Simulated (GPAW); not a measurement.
# HfC (Fm-3m) in GPAW: single point with LDA+U

Aim: the single point of HfC with LDA+U.

Everything below comes from runs of GPAW 26.7.0. Logs are shortened: lines on timing, memory, paths and dates and some standing lists are left out, and cuts for length are marked. The log counts tension as positive stress, the text compression.

**1. Starting point**

Symmetry: Fm-3m, No. 225, cubic system. The conventional cell has a = 4.650 Å, b = 4.650 Å, c = 4.650 Å, α = 90.00°, β = 90.00°, γ = 90.00°. Hf (site symmetry m-3m) has 6 C at 2.32 Å as nearest neighbours. Around C (site symmetry m-3m) lie 6 Hf at 2.32 Å.

**2. Single point, LDA+U**

run.py

```python
from ase.dft.bandgap import bandgap
from ase.io import read, write
from ase.units import GPa
from gpaw import GPAW, PW

atoms = read('HfC.cif')

calc = GPAW(mode=PW(650),
            xc='LDA',
            kpts={'size': (8, 8, 8), 'gamma': True},
            occupations={'name': 'fermi-dirac', 'width': 0.05},
            setups={'Hf': ':d,5.3'},
            nbands=18,
            maxiter=120,
            txt='gpaw.txt')
atoms.calc = calc
energy = atoms.get_potential_energy()
forces = atoms.get_forces()
stress = atoms.get_stress()
calc.write('gs.gpw')
write('result.traj', atoms)
print(f'Energy: {energy:.6f} eV')
print('Forces (eV/A):')
print(forces.round(4))
print('Stress (GPa):', (stress / GPa).round(3))
print('Fermi level:', round(calc.get_fermi_level(), 4), 'eV')
print(f'Gap: {bandgap(calc)[0]:.4f} eV, direct: {bandgap(calc, direct=True)[0]:.4f} eV')
```

HfC.cif

```cif
data_HfC
_cell_length_a 3.28804653
_cell_length_b 3.28804653
_cell_length_c 3.28804653
_cell_angle_alpha 60.00000000
_cell_angle_beta 60.00000000
_cell_angle_gamma 60.00000000
_space_group_name_H-M_alt 'P1'
_space_group_name_Hall 'P 1'
_space_group_IT_number 1
loop_
_space_group_symop_operation_xyz
'x,y,z'
loop_
_atom_site_label
_atom_site_type_symbol
_atom_site_symmetry_multiplicity
_atom_site_Wyckoff_symbol
_atom_site_fract_x
_atom_site_fract_y
_atom_site_fract_z
_atom_site_occupancy
Hf1 Hf 1 a 0.5000000000 0.5000000000 0.5000000000 1
C1 C 1 a 0.0000000000 0.0000000000 0.0000000000 1
```

Potentials or basis: the program's PAW data sets (release 1.2.1) made for this functional, pw.

The run is started by

```console
$ OMP_NUM_THREADS=1 python run.py
```

gpaw.txt:

```text
__  _  _
 | _ |_)|_||  |
 |__||  | ||/\| - 26.7.0

Input parameters:
  mode=PW(ecut=650.0),
  kpts=MonkhorstPack(size=(8, 8, 8), gamma=True),
  maxiter=120,
  nbands=18,
  occupations=Occupations(name='fermi-dirac', width=0.05),
  setups={'Hf': ':d,5.3'},
  xc=XC(name='LDA')

Diagonalizing LCAO Hamiltonian
Converting LCAO to pw mode

                 Hf

       C

Atoms  # Å, Bohr magnetons
|   | symbol |        x |        y |        z |    initial magnetic moments |
|---|--------|----------|----------|----------|-----------------------------|
| 0 |     Hf | 3.288047 | 1.898355 | 1.342339 | ( 0.0000,  0.0000,  0.0000) |
| 1 |      C | 0.000000 | 0.000000 | 0.000000 | ( 0.0000,  0.0000,  0.0000) |

Unit cell  # Å
| periodic |        x |        y |        z |  lengths |    angles |
|----------|----------|----------|----------|----------|-----------|
|      yes | 3.288047 | 0.000000 | 0.000000 | 3.288047 | 60.000000 |
|      yes | 1.644023 | 2.847532 | 0.000000 | 3.288047 | 60.000000 |
|      yes | 1.644023 | 0.949177 | 2.684679 | 3.288047 | 60.000000 |

Number of symmetries: 48
Symmetry operations  # r_c * U_cc + t_c -> r_c
|    | kind |            matrix            |
|----|------|------------------------------|
|  0 |  σ   |  1, 0, 0,  1, 0,-1,  1,-1, 0 |
|  1 |  C2  |  1, 0, 0,  1,-1, 0,  1, 0,-1 |
|  2 |  E   |  1, 0, 0,  0, 1, 0,  0, 0, 1 |
|  3 |  σ   |  1, 0, 0,  0, 0, 1,  0, 1, 0 |
|  4 |  C4  |  1, 0,-1,  1, 0, 0,  1,-1, 0 |
|  5 |  S6  |  1, 0,-1,  1,-1, 0,  1, 0, 0 |
|  6 |  σ   |  1, 0,-1,  0, 1,-1,  0, 0,-1 |
|  7 |  C3  |  1, 0,-1,  0, 0,-1,  0, 1,-1 |
|  8 |  S6  |  1,-1, 0,  1, 0, 0,  1, 0,-1 |
|  9 |  C4  |  1,-1, 0,  1, 0,-1,  1, 0, 0 |
| 10 |  C3  |  1,-1, 0,  0,-1, 1,  0,-1, 0 |
| 11 |  σ   |  1,-1, 0,  0,-1, 0,  0,-1, 1 |
| 12 |  σ   |  0, 1, 0,  1, 0, 0,  0, 0, 1 |
| 13 |  C4  |  0, 1, 0,  0, 1,-1, -1, 1, 0 |
| 14 |  C3  |  0, 1, 0,  0, 0, 1,  1, 0, 0 |
| 15 |  S6  |  0, 1, 0, -1, 1, 0,  0, 1,-1 |
| 16 |  C2  |  0, 1,-1,  1, 0,-1,  0, 0,-1 |
| 17 |  σ   |  0, 1,-1,  0, 1, 0, -1, 1, 0 |
| 18 |  S4  |  0, 1,-1,  0, 0,-1,  1, 0,-1 |
| 19 |  C4  |  0, 1,-1, -1, 1, 0,  0, 1, 0 |
| 20 |  C3  |  0, 0, 1,  1, 0, 0,  0, 1, 0 |
| 21 |  σ   |  0, 0, 1,  0, 1, 0,  1, 0, 0 |
| 22 |  S6  |  0, 0, 1,  0,-1, 1, -1, 0, 1 |
| 23 |  C4  |  0, 0, 1, -1, 0, 1,  0,-1, 1 |
| 24 |  S4  |  0, 0,-1,  1, 0,-1,  0, 1,-1 |
| 25 |  C3  |  0, 0,-1,  0, 1,-1,  1, 0,-1 |
| 26 |  C2  |  0, 0,-1,  0,-1, 0, -1, 0, 0 |
| 27 |  S6  |  0, 0,-1, -1, 0, 0,  0,-1, 0 |
| 28 |  S4  |  0,-1, 1,  1,-1, 0,  0,-1, 0 |
| 29 |  C4  |  0,-1, 1,  0, 0, 1, -1, 0, 1 |
| 30 |  C2  |  0,-1, 1,  0,-1, 0,  1,-1, 0 |
| 31 |  σ   |  0,-1, 1, -1, 0, 1,  0, 0, 1 |
| 32 |  C3  |  0,-1, 0,  1,-1, 0,  0,-1, 1 |
| 33 |  S6  |  0,-1, 0,  0, 0,-1, -1, 0, 0 |
| 34 |  S4  |  0,-1, 0,  0,-1, 1,  1,-1, 0 |
| 35 |  C2  |  0,-1, 0, -1, 0, 0,  0, 0,-1 |
| 36 |  C2  | -1, 1, 0,  0, 1, 0,  0, 1,-1 |
| 37 |  S6  | -1, 1, 0,  0, 1,-1,  0, 1, 0 |
| 38 |  S4  | -1, 1, 0, -1, 0, 1, -1, 0, 0 |
| 39 |  C3  | -1, 1, 0, -1, 0, 0, -1, 0, 1 |
| 40 |  S6  | -1, 0, 1,  0, 0, 1,  0,-1, 1 |
| 41 |  C2  | -1, 0, 1,  0,-1, 1,  0, 0, 1 |
| 42 |  C3  | -1, 0, 1, -1, 1, 0, -1, 0, 0 |
| 43 |  S4  | -1, 0, 1, -1, 0, 0, -1, 1, 0 |
| 44 |  C2  | -1, 0, 0,  0, 0,-1,  0,-1, 0 |
| 45 |  i   | -1, 0, 0,  0,-1, 0,  0, 0,-1 |
| 46 |  σ   | -1, 0, 0, -1, 1, 0, -1, 0, 1 |
| 47 |  C2  | -1, 0, 0, -1, 0, 1, -1, 1, 0 |

BZ-sampling:
  Number of BZ points: 512
  Number of IBZ points: 29

  Monkhorst-Pack size: [8, 8, 8]
  Monkhorst-Pack shift: [0.0625, 0.0625, 0.0625]

K-points  # in reciprocal-cell coordinates
|     |                                coordinates |     weight |
|-----|--------------------------------------------|------------|
|   0 | (  0.00000000,   0.00000000,   0.00000000) | 0.00195312 |
|   1 | (  0.12500000,   0.12500000,   0.00000000) | 0.01171875 |
|   2 | (  0.12500000,   0.12500000,   0.12500000) | 0.01562500 |
|   3 | (  0.25000000,   0.12500000,   0.12500000) | 0.02343750 |
|   4 | (  0.25000000,   0.25000000,   0.00000000) | 0.01171875 |
|   5 | (  0.25000000,   0.25000000,   0.12500000) | 0.04687500 |
|   6 | (  0.25000000,   0.25000000,   0.25000000) | 0.01562500 |
|   7 | (  0.37500000,   0.25000000,  -0.37500000) | 0.04687500 |
|   8 | (  0.37500000,   0.25000000,   0.12500000) | 0.04687500 |
|   9 | (  0.37500000,   0.25000000,   0.25000000) | 0.04687500 |
| ... |                                            |            |
|  28 | (  0.50000000,   0.50000000,   0.50000000) | 0.00781250 |

Plane wave coefficients: 960
Cutoff: 650.0 eV

Spin-components: 1 (collinear spins)
Bands:           18
Projectors:      11
Spin-degeneracy: 2
Datatype:        complex128

Parallelization:
  kpt:    1
  domain: 1
  band:   1

Density:
  Valence electrons: 16.0
  Components: 1
  Grid points: [20 20 20]
  Charge: 0.0  # |e|

Potential:
  Grid points: [20 20 20]

species:
  Hf:
    name:    Hafnium
    Z:       72.0
    valence: 12
    core:    60
    charge:  0.0  # [|e|]
    Hubbard: {U: 5.3,  # eV
              l: 2,
              scale: True}
    compensation charges:
      type: gauss
      rc: 0.41  # [Å]
      lmax: 2
    cutoffs:
      filter: 2.36  # [Å]
      core: 4.02  # [Å]
    projectors
    | kind |    occ | energy [eV] | rcut [Å] |
    |------|--------|-------------|----------|
    |   5s |  2.000 |     -66.988 |    1.397 |
    |   6s |  2.000 |      -5.250 |    1.397 |
    |   5p |  6.000 |     -35.740 |    1.307 |
    |   6p |  0.000 |      -1.470 |    1.307 |
    |   5d |  2.000 |      -2.880 |    1.334 |
    |    d |        |      24.331 |    1.334 |

    Using partial waves for Hf as LCAO basis

  C:
    name:    Carbon
    Z:       6.0
    valence: 4
    core:    2
    charge:  0.0  # [|e|]
    compensation charges:
      type: gauss
      rc: 0.20  # [Å]
      lmax: 2
    cutoffs:
      filter: 1.14  # [Å]
      core: 1.14  # [Å]
    projectors
    | kind |    occ | energy [eV] | rcut [Å] |
    |------|--------|-------------|----------|
    |   2s |  2.000 |     -13.639 |    0.635 |
    |   2p |  2.000 |      -5.414 |    0.635 |
    |    s |        |      13.573 |    0.635 |
    |    p |        |      21.797 |    0.635 |
    |    d |        |       0.000 |    0.635 |

    Using partial waves for C as LCAO basis

Reference energy: -410660.131026  # eV

eigensolver:
  PPCG
  Converge bands: occupied
  niter=2

density mixing:
  MSR1-Mixer
  Pratt-step length: 0.05
  Maximum mixing coefficient: 0.75
  Old densities: 10
  SVD Regularization: 0.005
  Good broyden scale: 1.0
  Trust region scale: 1.0
  Backstep threshold: 4.0
  History deletion threshold: 6.0
  Fourier metric: weight=20.0, sigma=0.015

occupation numbers:
  Fermi-Dirac:
    width: 0.0500  # eV

poisson solver:
  ecut: 5200.0  # eV

xc functional:
  name: None

convergence criteria:
- Maximum [total energy] change in last 3 cyles: 0.0005 eV / valence electron
- Maximum integral of absolute [dens]ity change: 0.0001 electrons / valence electron
- Maximum integral of absolute [eigenst]ate change: 4e-08 eV^2 / valence electron
maximum number of iterations: 120

SCF iterations
|iter     | |      energy | eigst |  dens |
|---------|-|-------------|-------|-------|
|iter:   1| |  -19.182843 | -0.26 |       |
|iter:   2| |  -18.301735 | -2.42 | -0.73 |
|iter:   3| |  -16.094512 | -1.29 | -0.79 |
|iter:   4| |  -16.120928 | -2.80 | -1.52 |
|iter:   5| |  -16.155282 | -3.15 | -1.77 |
|iter:   6| |  -16.158237 | -4.19 | -2.51 |
|iter:   7| |  -16.158860c| -5.26 | -3.01 |
|iter:   8| |  -16.158979c| -5.68 | -3.44 |
|iter:   9| |  -16.158979c| -8.03c| -4.45c|

Converged in 9 steps
Energy contributions relative to reference atoms: (reference = -410660.131026)

Energy contributions:
  Kinetic:          16.771652
  Coulomb:         -17.761339
  Zero:             -0.323017
  External:          0.000000
  Xc:              -14.845308
  Entropy:          -0.001935
  Spinorbit:         0.000000
  ----------------------------
  Free energy:     -16.159947
  Extrapolated:    -16.158979

dipole moment: (-13.034299, -7.525356, -5.321230)  # |e|*Ang

Fermi level: 11.525
Eigenvalues  # (at kpt = [0.000, 0.000, 0.000])
| band index |      eig [eV] | occ [0-2] |
|------------|---------------|-----------|
|          0 |       -50.948 |     2.000 |
|          1 |       -19.533 |     2.000 |
|          2 |       -19.533 |     2.000 |
|          3 |       -19.533 |     2.000 |
|          4 |        -1.168 |     2.000 |
|          5 |        12.283 |     0.000 |
|          6 |        12.283 |     0.000 |
|          7 |        12.283 |     0.000 |
|          8 |        13.849 |     0.000 |
|          9 |        13.849 |     0.000 |
|         10 |        13.849 |     0.000 |
|         11 |        14.986 |     0.000 |
|         12 |        14.986 |     0.000 |
|        ... |               |           |
|         17 |        36.577 |     0.000 |

No gap
No difference between direct/indirect transitions

Forces  # eV/Ang
|        x |        y |       z |
|----------|----------|---------|
| -0.00000 |  0.00000 | 0.00000 |  # Hf   0
|  0.00000 | -0.00000 | 0.00000 |  # C    1

Stress tensor  # eV/Ang^3
|         x |         y |         z |
|-----------|-----------|-----------|
| -0.053932 |  0.000000 |  0.000000 |
|  0.000000 | -0.053932 |  0.000000 |
|  0.000000 |  0.000000 | -0.053932 |

# Writing to gs.gpw (mode='')
```

It took 10 s on 1 thread of Arm Neoverse V1, shared host; peak memory 0.14 GiB.

Results:

* Free energy: -16.1599 eV
* Pressure: 8.6 GPa
* Band gap on the k mesh: none (metal or under the smearing width)

Caveat: the cutoff is short for stress and forces, so pressures can be off by a GPa or more; U without spin polarisation on a metal has little footing; the U is typed as a test and isn't derived for this compound. Spin-orbit coupling is left out, which matters for the levels of Hf.
